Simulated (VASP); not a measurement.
# ZnCu (Pm-3m) in VASP: further runs

One crystal, ZnCu, is run at these levels: PBE; tasks: single point.

All numbers are computed with VASP 6.6.1; they aren't measurements. Logs are shortened: lines on timing, memory, paths and dates and some standing lists are left out, and cuts for length are marked.

## Step 1: Starting point

The structure is cubic, space group Pm-3m (No. 221). Conventional cell: a = 2.921 Å, b = 2.921 Å, c = 2.921 Å, α = 90.00°, β = 90.00°, γ = 90.00°. Zn (site symmetry m-3m) has 8 Cu at 2.53 Å as nearest neighbours. Around Cu (site symmetry m-3m) lie 8 Zn at 2.53 Å.

The cell comes from a database or a generator and needn't be the stable form of this composition.

## Step 2: Single point, PBE

The input, INCAR:

```
  PREC = Accurate
  ENCUT = 520
  EDIFF = 1E-6
  ISMEAR = 0
  SIGMA = 0.1
  LREAL = False
  LASPH = True
  NELM = 100
  ALGO = Normal
  ISIF = 2
  LWAVE = False
  LCHARG = False
  GGA = PE
  NBANDS = 18
```

The input, KPOINTS:

```
regular mesh
0
Gamma
  6 6 6
```

The input, POSCAR:

```
ZnCu
1.0
    2.9205539200      0.0000000000      0.0000000000
    0.0000000000      2.9205539200      0.0000000000
    0.0000000000      0.0000000000      2.9205539200
Zn Cu
1 1
Direct
    0.5000000000      0.5000000000      0.5000000000
    0.0000000000      0.0000000000      0.0000000000
```

Potentials or basis: VASP PAW PBE potentials, release 64 (Zn, Cu).

On the command line:

```
cat potpaw_PBE.64/Zn/POTCAR potpaw_PBE.64/Cu/POTCAR > POTCAR
mpirun -np 1 vasp_std > vasp.out
```

OUTCAR:

```text
PREC = Accurate
   ENCUT = 520
   EDIFF = 1E-6
   ISMEAR = 0
   LREAL = False
   LASPH = True
   NELM = 100
   ISIF = 2
   GGA = PE

 ion  position               nearest neighbor table
   1  0.500  0.500  0.500-   2 2.53   2 2.53   2 2.53   2 2.53   2 2.53   2 2.53   2 2.53   2 2.53

   2  0.000  0.000  0.000-   1 2.53   1 2.53   1 2.53   1 2.53   1 2.53   1 2.53   1 2.53   1 2.53

  LATTYP: Found a simple cubic cell.
 ALAT       =     2.9205539200

  Lattice vectors:

 A1 = (   2.9205539200,   0.0000000000,   0.0000000000)
 A2 = (   0.0000000000,   2.9205539200,   0.0000000000)
 A3 = (   0.0000000000,   0.0000000000,   2.9205539200)

Analysis of symmetry for initial positions (statically):
=====================================================================
 Subroutine PRICEL returns:
 Original cell was already a primitive cell.

 Routine SETGRP: Setting up the symmetry group for a
 simple cubic supercell.

 Subroutine GETGRP returns: Found 48 space group operations
 (whereof 48 operations were pure point group operations)
 out of a pool of 48 trial point group operations.

The static configuration has the point symmetry O_h .

Analysis of symmetry for dynamics (positions and initial velocities):
=====================================================================
 Subroutine PRICEL returns:
 Original cell was already a primitive cell.

 Routine SETGRP: Setting up the symmetry group for a
 simple cubic supercell.

 Subroutine GETGRP returns: Found 48 space group operations
 (whereof 48 operations were pure point group operations)
 out of a pool of 48 trial point group operations.

The dynamic configuration has the point symmetry O_h .

 Subroutine INISYM returns: Found 48 space group operations
 (whereof 48 operations are pure point group operations),
 and found     1 'primitive' translations

----------------------------------------------------------------------------------------

                                     Primitive cell

  volume of cell :      24.9113

  direct lattice vectors                    reciprocal lattice vectors
     2.920553920  0.000000000  0.000000000     0.342400800  0.000000000  0.000000000
     0.000000000  2.920553920  0.000000000     0.000000000  0.342400800  0.000000000
     0.000000000  0.000000000  2.920553920     0.000000000  0.000000000  0.342400800

  length of vectors
     2.920553920  2.920553920  2.920553920     0.342400800  0.342400800  0.342400800

[... 74 lines left out ...]
   NELM   =    100;   NELMIN=  2; NELMDL= -5     # of ELM steps
   EDIFF  = 0.1E-05   stopping-criterion for ELM
   LREAL  =      F    real-space projection
   EDIFFG = 0.1E-04   stopping-criterion for IOM
   NSW    =      0    number of steps for IOM
   IBRION =     -1    ionic relax: 0-MD 1-quasi-New 2-CG
   NFREE  =      0    steps in history (QN), initial steepest desc. (CG)
   ISIF   =      2    stress and relaxation
   ISYM   =      2    0-nonsym 1-usesym 2-fastsym
   POTIM  = 0.5000    time-step for ionic-motion
   TEBEG  =    0.0;   TEEND  =   0.0 temperature during run
   PSTRESS=    0.0 pullay stress
   NELECT =      23.0000    total number of electrons
   NUPDOWN=      -1.0000    fix difference up-down
   EMIN   =  10.00;   EMAX   =-10.00  energy-range for DOS
   EFERMI =   0.00;   METHOD = LEGACY
   ISMEAR =     0;   SIGMA  =   0.10  broadening in eV -4-tet -1-fermi 0-gaus
   EFERMI_NEDOS =   21; number of points for ismear=-14 and -15
   IALGO  =     38    algorithm
   IMIX   =      4    mixing-type and parameters
     AMIX     =   0.40;   BMIX     =  1.00
     AMIX_MAG =   1.60;   BMIX_MAG =  1.00
  volume/ion in A,a.u.               =      12.46        84.05
  Fermi-wavevector in a.u.,A,eV,Ry     =   1.594112  3.012435 34.575039  2.541194
  Thomas-Fermi vector in A             =   2.692237
   LORBIT       =      0    0 simple, 1 ext, 2 COOP (PROOUT), +10 PAW based schemes
   GGA     = PE    functional components
   LHFCALC =     F    Hartree Fock is set to
   AEXX    =    0.0000 exact exchange contribution
   IVDW    =     0    specifies the selected vdW correction
   LEPSILON=     F    determine dielectric tensor
   LRPA    =     F    only Hartree local field effects (RPA)
 non-spin polarized calculation
 Gauss-broadening in eV      SIGMA  =   0.10
  energy-cutoff  :      520.00
  volume of cell :       24.91
 maximum number of plane-waves:       691
 NGX is ok and might be reduce to    24
   NGX = 11   NGY = 11   NGZ = 11

 number of electron      22.9999986 magnetization

 Free energy of the ion-electron system (eV)
  ---------------------------------------------------
  ext. energy  EPLUGINS =         0.00000000
  ---------------------------------------------------
  free energy    TOTEN  =        -4.90654253 eV

  energy without entropy =       -4.89887749  energy(sigma->0) =       -4.90271001

 E-fermi :   5.7589     XC(G=0): -12.5429

 val. band max:        5.7108635029   @ k =   0.5000   0.3333   0.3333
 cond. band min:       5.7595642979   @ k =   0.3333   0.3333   0.0000
 fundamental gap:      0.0487007950
 Fermi energy:         5.7588512498

 k-point     1 :       0.0000    0.0000    0.0000
  band No.  band energies     occupation
      1      -4.7499      2.00000
      2      -2.1425      2.00000
      3      -2.1425      2.00000
      4      -1.4032      2.00000
      5      -1.4032      2.00000
      6      -1.4032      2.00000
[... 397 lines left out ...]
      5      -1.0866      2.00000
      6       1.3616      2.00000
[... 10 lines left out ...]
     17      10.3724      0.00000
     18      12.1419      0.00000

------------------------ aborting loop because EDIFF is reached ----------------------------------------

  FORCE on cell =-STRESS in cart. coord.  units (eV):
  Direction    XX          YY          ZZ          XY          YZ          ZX
  --------------------------------------------------------------------------------------
  -------------------------------------------------------------------------------------
  Total        1.0477261      1.0477261      1.0477261      0.0000000      0.0000000     -0.0000000
  in kB       67.3849135     67.3849135     67.3849135      0.0000000      0.0000000     -0.0000000
  external PRESSURE =      67.3849135 kB  Pullay stress =       0.0000000 kB

 VOLUME and BASIS-vectors are now :
 -----------------------------------------------------------------------------
  energy-cutoff  :      520.00
  volume of cell :       24.91
      direct lattice vectors                 reciprocal lattice vectors
     2.920553920  0.000000000  0.000000000     0.342400800  0.000000000  0.000000000
     0.000000000  2.920553920  0.000000000     0.000000000  0.342400800  0.000000000
     0.000000000  0.000000000  2.920553920     0.000000000  0.000000000  0.342400800

 POSITION                                       TOTAL-FORCE (eV/Angst)
 -----------------------------------------------------------------------------------
      1.46028      1.46028      1.46028         0.000000      0.000000      0.000000
      0.00000      0.00000      0.00000         0.000000      0.000000      0.000000
 -----------------------------------------------------------------------------------
    total drift:                                0.000000      0.000000     -0.000000

  FREE ENERGIE OF THE ION-ELECTRON SYSTEM (eV)
  ---------------------------------------------------
  free  energy   TOTEN  =        -4.9065425253 eV

  energy  without entropy=       -4.8988774912  energy(sigma->0) =       -4.90271001
```

stdout:

```text
POSCAR found type information on POSCAR ZnCu
 POSCAR found :  2 types and       2 ions
 scaLAPACK will be used
 LDA part: xc-table for (Slater+PW92), standard interpolation
 POSCAR, INCAR and KPOINTS ok, starting setup
 FFT: planning ... GRIDC
 FFT: planning ... GRID_SOFT
 FFT: planning ... GRID
 WAVECAR not read
 entering main loop
```

Wall time 3.9 s (1 thread of Intel Xeon 6975P-C (Granite Rapids), shared host); peak memory 0.13 GiB.

Results:

```yaml
Free_energy: -4.9065 eV
Pressure: 6.7 GPa
Band_gap_on_the_k_mesh: none (metal or under the smearing width)
```

## Step 3: Single point, PBE

This run uses another cell than the first one, of 13.07 Å³/atom, 1.049 times its volume.

The input, INCAR:

```
SYSTEM = ZnCu
ALGO = Normal
EDIFF = 1E-6
ENCUT = 520
GGA = PE
ISIF = 2
ISMEAR = 0
LASPH = .TRUE.
LCHARG = .FALSE.
LREAL = .FALSE.
LWAVE = .FALSE.
NBANDS = 18
NELM = 100
PREC = Accurate
SIGMA = 0.1
```

The input, KPOINTS:

```
k-points
0
G
  6 6 6
  0 0 0
```

The input, POSCAR:

```
ZnCu
1.0
    2.9675556429      0.0000000000      0.0000000000
    0.0000000000      2.9675556429      0.0000000000
    0.0000000000      0.0000000000      2.9675556429
Zn Cu
1 1
Direct
    0.5000000000      0.5000000000      0.5000000000
    0.0000000000      0.0000000000      0.0000000000
```

Potentials or basis: VASP PAW PBE potentials, release 64 (Zn, Cu).

On the command line:

```
cat potpaw_PBE.64/Zn/POTCAR potpaw_PBE.64/Cu/POTCAR > POTCAR
mpirun -np 1 vasp_std > vasp.out
```

OUTCAR:

```text
SYSTEM = ZnCu
   EDIFF = 1E-6
   ENCUT = 520
   GGA = PE
   ISIF = 2
   ISMEAR = 0
   LASPH = .TRUE.
   LREAL = .FALSE.
   NELM = 100
   PREC = Accurate

 ion  position               nearest neighbor table
   1  0.500  0.500  0.500-   2 2.57   2 2.57   2 2.57   2 2.57   2 2.57   2 2.57   2 2.57   2 2.57

   2  0.000  0.000  0.000-   1 2.57   1 2.57   1 2.57   1 2.57   1 2.57   1 2.57   1 2.57   1 2.57

  LATTYP: Found a simple cubic cell.
 ALAT       =     2.9675556429

  Lattice vectors:

 A1 = (   2.9675556429,   0.0000000000,   0.0000000000)
 A2 = (   0.0000000000,   2.9675556429,   0.0000000000)
 A3 = (   0.0000000000,   0.0000000000,   2.9675556429)

Analysis of symmetry for initial positions (statically):
=====================================================================
 Subroutine PRICEL returns:
 Original cell was already a primitive cell.

 Routine SETGRP: Setting up the symmetry group for a
 simple cubic supercell.

 Subroutine GETGRP returns: Found 48 space group operations
 (whereof 48 operations were pure point group operations)
 out of a pool of 48 trial point group operations.

[... 156 lines left out ...]

  energy without entropy =       -4.92867133  energy(sigma->0) =       -4.93168073

 E-fermi :   5.2977     XC(G=0): -12.2742

 val. band max:        5.2156612508   @ k =   0.5000   0.3333   0.3333
 cond. band min:       5.3347632341   @ k =   0.3333   0.3333   0.0000
 fundamental gap:      0.1191019833
 Fermi energy:         5.2977444421

 k-point     1 :       0.0000    0.0000    0.0000
  band No.  band energies     occupation
      1      -4.8361      2.00000
      2      -2.4367      2.00000
      3      -2.4367      2.00000
      4      -1.7762      2.00000
      5      -1.7762      2.00000
      6      -1.7762      2.00000
[... 397 lines left out ...]
      5      -1.4925      2.00000
      6       1.1194      2.00000
[... 10 lines left out ...]
     17       9.7641      0.00000
     18      11.3060      0.00000

------------------------ aborting loop because EDIFF is reached ----------------------------------------

  FORCE on cell =-STRESS in cart. coord.  units (eV):
  Direction    XX          YY          ZZ          XY          YZ          ZX
  --------------------------------------------------------------------------------------
  -------------------------------------------------------------------------------------
  Total        0.1152313      0.1152313      0.1152313      0.0000000     -0.0000000     -0.0000000
  in kB        7.0645511      7.0645511      7.0645511      0.0000000     -0.0000000     -0.0000000
  external PRESSURE =       7.0645511 kB  Pullay stress =       0.0000000 kB

 VOLUME and BASIS-vectors are now :
 -----------------------------------------------------------------------------
  energy-cutoff  :      520.00
  volume of cell :       26.13
      direct lattice vectors                 reciprocal lattice vectors
     2.967555643  0.000000000  0.000000000     0.336977675  0.000000000  0.000000000
     0.000000000  2.967555643  0.000000000     0.000000000  0.336977675  0.000000000
     0.000000000  0.000000000  2.967555643     0.000000000  0.000000000  0.336977675

 POSITION                                       TOTAL-FORCE (eV/Angst)
 -----------------------------------------------------------------------------------
      1.48378      1.48378      1.48378         0.000000      0.000000      0.000000
      0.00000      0.00000      0.00000         0.000000      0.000000      0.000000
 -----------------------------------------------------------------------------------
    total drift:                                0.000000      0.000000     -0.000000

  FREE ENERGIE OF THE ION-ELECTRON SYSTEM (eV)
  ---------------------------------------------------
  free  energy   TOTEN  =        -4.9346901245 eV

  energy  without entropy=       -4.9286713298  energy(sigma->0) =       -4.93168073
```

Run time: 3.8 s. Hardware: 1 thread of Intel Xeon 6975P-C (Granite Rapids), shared host; peak memory 0.13 GiB.

What came out:

* Free energy: -4.9347 eV
* Pressure: 0.7 GPa
* Band gap on the k mesh: none (metal or under the smearing width)
